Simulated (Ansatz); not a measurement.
# Residual resistivity of an alloy: Rh(111) with 4 layers of random Rh-Ta, 2x2, part 2 of 2

How strongly does chemical disorder scatter in Rh(111) with 4 layers of random Rh-Ta, 2x2?

Ansatz 0.2.0; Ansatz plane-wave DFT, PBE, PAW files; ballistic transport by layer matching (Landauer), zero bias; PAW set soft_1.

So far. Step 3 (With 8 alloy layers): Over the solved energies the transmission per spin lies between 2.98 and 3.09, out of 6.96 channels of the lead on average (up to 7.08). The log calls the step of a lead's potential too much.

## Step 4: With 12 alloy layers

In 12 layers a share of 0.125 of the sites is given to Ta at random. A fresh draw is used; the growth of the resistance with length is what counts.

System of this step: Rh(111) with 12 layers of random Rh-Ta, 2x2. The cell holds 72 atoms: 66 Rh and 6 Ta. Cell: a = 5.378 Å, b = 5.378 Å, c = 39.523 Å, α = 90.0°, β = 90.0°, γ = 120.0°. It derives from Rh. Regions: lead, 24 atoms (24 Rh); scattering region, 48 atoms (42 Rh and 6 Ta). The structure is stacked along c, and the current runs across the ab planes.

File input.yaml:

```yaml
crystal:
  lattice:
    - [5.3783955991, 0.0, 0.0]
    - [-2.6891977995, 4.6578272204, 0.0]
    - [0.0, 0.0, 39.5229745576]
  atoms:
    - { symbol: Rh, position: [0.0, 0.0, 0.0277777778] }
    - { symbol: Rh, position: [0.0, 0.5, 0.0277777778] }
    - { symbol: Rh, position: [0.5, 0.0, 0.0277777778] }
    - { symbol: Rh, position: [0.5, 0.5, 0.0277777778] }
    - { symbol: Rh, position: [0.1666666667, 0.3333333333, 0.0833333333] }
    - { symbol: Rh, position: [0.1666666667, 0.8333333333, 0.0833333333] }
    - { symbol: Rh, position: [0.6666666667, 0.3333333333, 0.0833333333] }
    - { symbol: Rh, position: [0.6666666667, 0.8333333333, 0.0833333333] }
    - { symbol: Rh, position: [0.3333333333, 0.1666666667, 0.1388888889] }
    - { symbol: Rh, position: [0.3333333333, 0.6666666667, 0.1388888889] }
    - { symbol: Rh, position: [0.8333333333, 0.1666666667, 0.1388888889] }
    - { symbol: Rh, position: [0.8333333333, 0.6666666667, 0.1388888889] }
    - { symbol: Rh, position: [0.0, 0.0, 0.1944444444] }
    - { symbol: Rh, position: [0.0, 0.5, 0.1944444444] }
    - { symbol: Rh, position: [0.5, 0.0, 0.1944444444] }
    - { symbol: Rh, position: [0.5, 0.5, 0.1944444444] }
    - { symbol: Rh, position: [0.1666666667, 0.3333333333, 0.25] }
    - { symbol: Rh, position: [0.1666666667, 0.8333333333, 0.25] }
    - { symbol: Rh, position: [0.6666666667, 0.3333333333, 0.25] }
    - { symbol: Rh, position: [0.6666666667, 0.8333333333, 0.25] }
    - { symbol: Rh, position: [0.3333333333, 0.1666666667, 0.3055555556] }
    - { symbol: Rh, position: [0.3333333333, 0.6666666667, 0.3055555556] }
    - { symbol: Rh, position: [0.8333333333, 0.1666666667, 0.3055555556] }
    - { symbol: Rh, position: [0.8333333333, 0.6666666667, 0.3055555556] }
    - { symbol: Rh, position: [0.0, 0.0, 0.3611111111] }
    - { symbol: Ta, position: [0.0, 0.5, 0.3611111111] }
    - { symbol: Rh, position: [0.5, 0.0, 0.3611111111] }
    - { symbol: Rh, position: [0.5, 0.5, 0.3611111111] }
    - { symbol: Rh, position: [0.1666666667, 0.3333333333, 0.4166666667] }
    - { symbol: Rh, position: [0.1666666667, 0.8333333333, 0.4166666667] }
    - { symbol: Rh, position: [0.6666666667, 0.3333333333, 0.4166666667] }
    - { symbol: Ta, position: [0.6666666667, 0.8333333333, 0.4166666667] }
    - { symbol: Rh, position: [0.3333333333, 0.1666666667, 0.4722222222] }
    - { symbol: Rh, position: [0.3333333333, 0.6666666667, 0.4722222222] }
    - { symbol: Ta, position: [0.8333333333, 0.1666666667, 0.4722222222] }
    - { symbol: Rh, position: [0.8333333333, 0.6666666667, 0.4722222222] }
    - { symbol: Rh, position: [0.0, 0.0, 0.5277777778] }
    - { symbol: Ta, position: [0.0, 0.5, 0.5277777778] }
    - { symbol: Rh, position: [0.5, 0.0, 0.5277777778] }
    - { symbol: Rh, position: [0.5, 0.5, 0.5277777778] }
    - { symbol: Rh, position: [0.1666666667, 0.3333333333, 0.5833333333] }
    - { symbol: Rh, position: [0.1666666667, 0.8333333333, 0.5833333333] }
    - { symbol: Ta, position: [0.6666666667, 0.3333333333, 0.5833333333] }
    - { symbol: Rh, position: [0.6666666667, 0.8333333333, 0.5833333333] }
    - { symbol: Rh, position: [0.3333333333, 0.1666666667, 0.6388888889] }
    - { symbol: Rh, position: [0.3333333333, 0.6666666667, 0.6388888889] }
    - { symbol: Rh, position: [0.8333333333, 0.1666666667, 0.6388888889] }
    - { symbol: Rh, position: [0.8333333333, 0.6666666667, 0.6388888889] }
    - { symbol: Rh, position: [0.0, 0.0, 0.6944444444] }
    - { symbol: Ta, position: [0.0, 0.5, 0.6944444444] }
    - { symbol: Rh, position: [0.5, 0.0, 0.6944444444] }
    - { symbol: Rh, position: [0.5, 0.5, 0.6944444444] }
    - { symbol: Rh, position: [0.1666666667, 0.3333333333, 0.75] }
    - { symbol: Rh, position: [0.1666666667, 0.8333333333, 0.75] }
    - { symbol: Rh, position: [0.6666666667, 0.3333333333, 0.75] }
    - { symbol: Rh, position: [0.6666666667, 0.8333333333, 0.75] }
    - { symbol: Rh, position: [0.3333333333, 0.1666666667, 0.8055555556] }
    - { symbol: Rh, position: [0.3333333333, 0.6666666667, 0.8055555556] }
    - { symbol: Rh, position: [0.8333333333, 0.1666666667, 0.8055555556] }
    - { symbol: Rh, position: [0.8333333333, 0.6666666667, 0.8055555556] }
    - { symbol: Rh, position: [0.0, 0.0, 0.8611111111] }
    - { symbol: Rh, position: [0.0, 0.5, 0.8611111111] }
    - { symbol: Rh, position: [0.5, 0.0, 0.8611111111] }
    - { symbol: Rh, position: [0.5, 0.5, 0.8611111111] }
    - { symbol: Rh, position: [0.1666666667, 0.3333333333, 0.9166666667] }
    - { symbol: Rh, position: [0.1666666667, 0.8333333333, 0.9166666667] }
    - { symbol: Rh, position: [0.6666666667, 0.3333333333, 0.9166666667] }
    - { symbol: Rh, position: [0.6666666667, 0.8333333333, 0.9166666667] }
    - { symbol: Rh, position: [0.3333333333, 0.1666666667, 0.9722222222] }
    - { symbol: Rh, position: [0.3333333333, 0.6666666667, 0.9722222222] }
    - { symbol: Rh, position: [0.8333333333, 0.1666666667, 0.9722222222] }
    - { symbol: Rh, position: [0.8333333333, 0.6666666667, 0.9722222222] }
kpoints:
  mp_grid: { grid: [5, 5, 1] }
hamiltonian:
  xc: pbe
  pseudopotentials: { kind: paw, azcp: { folder: soft_1 } }
scf:
  occupations: { method: fermi_dirac, width: 0.1 }
output:
  transmission:
    leads: [[0, 4]]
    kmesh: [10, 10]
    e_range: [-0.05, 0.05]
    de: 0.05
  write_potential: true
  write_density: true
  volumetric_format: npy
```

Launch:

```console
> ansatz run input.yaml --threads 4 --pin off --max-ram 15360MiB --backend cpu --events-out ev --progress --plain --runs-dir out
```

Numbers of over 12 decimals in the logs are rounded to 6 here.

What it wrote:

```text
[...]
Crystal: 72 atoms, lattice volume = 990.115 Å³
Basis set: ecut = 420 eV, 19231 PW (Γ)
Bands: 720, of which v1, the nominal top of the filled ones, is band 600 counted from 1 (599 counted from 0)
Symmetry: 1 space group operations
[...]
k-points: 13 of 25 (time reversal used)
[...]
SCF iter   1: F=—  HF=-482287.758263 eV  |F-HF|=—  |Δ(HF+E_count)|=         —  Δρ=1.75e-1  dr2=3.41e3  ethr=3.10e-3  ⟨swp⟩=5.0  Hψ=27270  notcnv=0  defer=58
[...]
SCF iter  12: F=-482203.642937 eV  HF=-482203.642937 eV  |F-HF|=3.04e-8  |Δ(HF+E_count)|=   8.56e-9  Δρ=3.33e-7  dr2=3.09e-8  ethr=8.33e-12  ⟨swp⟩=8.2  Hψ=25346  notcnv=0
SCF 1 converged in 12 iterations: F = -482203.642937 eV  dr2 = 3.09e-8
[...]
transmission: 366 of 3640 steps passed
transmission: 728 of 3640 steps passed
[...]
transmission: 3640 of 3640 steps passed
SCF converged after 12 iterations
Free energy (F): -482203.642937 eV
[...]
Internal energy: -482200.937762 eV  (E = F + TS)
E sigma→0 (E₀):  -482202.290349 eV
Entropy (-TS):   -2.705175 eV (-37.572 meV/atom)
Fermi energy:    22.734940 eV
[...]
--- Band table (eV; the first three rows and the last of 13) ---
  k-point 0: bands = [... 596 lower, 23.3174, 23.3210, 23.3213, 23.3228, 23.3322, 23.3450, 23.3456, 23.3502, ... 116 higher]
  k-point 1: bands = [... 596 lower, 22.9402, 22.9636, 22.9711, 22.9824, 22.9890, 23.0076, 23.0251, 23.0339, ... 116 higher]
  k-point 2: bands = [... 596 lower, 22.2428, 22.2942, 22.3067, 22.3266, 22.3629, 22.4123, 22.4357, 22.4877, ... 116 higher]
  k-point 12: bands = [... 596 lower, 22.6804, 22.7112, 22.7357, 22.7429, 22.7494, 22.7549, 22.7659, 22.7935, ... 116 higher]
--- Transmission ---
  basis      : 211 plane waves across, 70 finite elements along
  points     : 52, standing for a mesh of 10 x 10
[...]
channels       : 7.200000e0 a spin
[...]
junction   : crystal 0 to crystal 0, 1.50 to 38.82 Å
    transmission   : 2.009753e0 a spin
[...]
```

The job ended after 15 min (4 threads of Intel Xeon Platinum 8488C (Sapphire Rapids), shared host; peak memory 9.6 GiB; 55 min of CPU time).

This step gave:

| Quantity | Value |
| --- | --- |
| free energy | -482203.6429 eV |
| energy at zero smearing | -482202.2903 eV |
| Fermi energy | 22.73 eV |
| transmission per spin nearest the Fermi level | 2.010 |
| open channels per spin nearest the Fermi level | 7.2 |
| step of the lead's potential | 4.4 meV |

Per spin. Transmission, zone mean against energy, zero at the Fermi level:

```csv
energy (eV),"transmission, zone mean"
-0.0500,1.96
0.0000,2.01
0.0500,2.05
```

Over the solved energies the transmission per spin lies between 1.96 and 2.05, out of 7 channels of the lead on average (up to 7.2).

## Step 5: The fit

This step: Ansatz plane-wave DFT, PBE, PAW files; ballistic transport by layer matching (Landauer), zero bias; residual resistivity from the slope of the area resistance, atoms on the host's lattice; PAW set soft_1 (Ansatz 0.2.0).

This step gave:

| Quantity | Value |
| --- | --- |
| resistivity | 40.60 µΩ cm |
| intercept | 0.01558 fΩ m² |
| scatter about the fit | 0.09322 fΩ m² |

Resistance, by row:

```csv
run,length (Å),T,channels N,RA (fΩ m²)
n4,8.783,3.593,7,0.4381
n8,17.57,3.046,6.96,0.5969
n12,26.35,2.004,7,1.151
```

Table of area resistance by length of the alloy:

```csv
length of the alloy (Å),area resistance (fΩ m²)
8.78,0.438
17.57,0.597
26.35,1.15
```

The area resistance goes from 0.44 to 1.2 fΩ m² between 8.8 and 26.3 Å, a slope of 41 µΩ cm.

By hand from the end points: (1.151 − 0.4381) fΩ m² / (26.35 − 8.78) Å = 41 µΩ cm, since 1 fΩ m² per Å is 1000 µΩ cm.

## Step 6: Outcome

| Property | Result |
| --- | --- |
| resistivity from the slope | 40.6 µΩ cm |
| area resistance over 8.78 Å | 0.438 fΩ m² |
| area resistance over 17.6 Å | 0.597 fΩ m² |
| area resistance over 26.3 Å | 1.15 fΩ m² |

The slope gives 41 µΩ cm. The points scatter by 0.093 fΩ m² about the line, with one random draw a length in a 2x2 cell, so the slope is a rough value. Read with a model of isotropic scattering on a spherical Fermi surface and the lead's 2.2×10¹⁵ S/m², this slope means a mean free path near 8.6 Å; over these lengths the model's slope is within 3 % of its bulk resistivity. The draw over the shortest length came out nearly ordered, with 8 symmetry operations, so that point is a poor sample of a random alloy. The atoms sit on the host's lattice, so scattering by size misfit is left out. Spin-orbit coupling is left out, which matters for Ta. A lead's potential steps by up to 41 meV from period to period, which the log calls too much, so longer leads could move the result.

[Logs are printed without paths, hosts, clocks, repeated set-up lines and the standing remarks that a program may print on its own settings, such as how far it seeks lower states.]

[Hosts, paths, dates, database ids (printed as entryN), source tags and the programs' standing remarks are cut or masked in the printed files.]
